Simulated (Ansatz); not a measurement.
A run of Ansatz 0.2.0 is set up as follows.

Contents of input.yaml:

```yaml
crystal:
  lattice:
    - [2.1243184923, -2.6725824964, 0.0]
    - [2.1243184923, 2.6725824964, 0.0]
    - [-2.1151288124, 0.0, 2.8921990043]
  atoms:
    - { symbol: Hg, position: [0.0, 0.0, 0.0] }
kpoints:
  mp_grid: { grid: [9, 9, 9] }
scf:
  occupations: { method: fermi_dirac, width: 0.05 }
hamiltonian:
  xc: pbe
  pseudopotentials: { kind: all_electron, lapw: { basis_error: 0.001 } }
output:
  forces: true
  stress: true
  eigenvalues: true
  populations: true
```

Potentials or basis: all-electron LAPW, scalar-relativistic.

Run with:

```console
$ ansatz run input.yaml --threads 1 --pin off --max-ram 3072MiB --backend cpu --events-out ev --progress --plain --runs-dir out
```

What does it give for the pressure?

-0.6 GPa.

Predict the band gap on the k mesh.

none (metal or under the smearing width).

Stress tensor (GPa, compression positive):
```
-0.72  0.00  0.00
 0.00 -0.26  0.00
 0.00  0.00 -0.77
```

Spin-orbit coupling is left out, which matters for the levels of Hg.
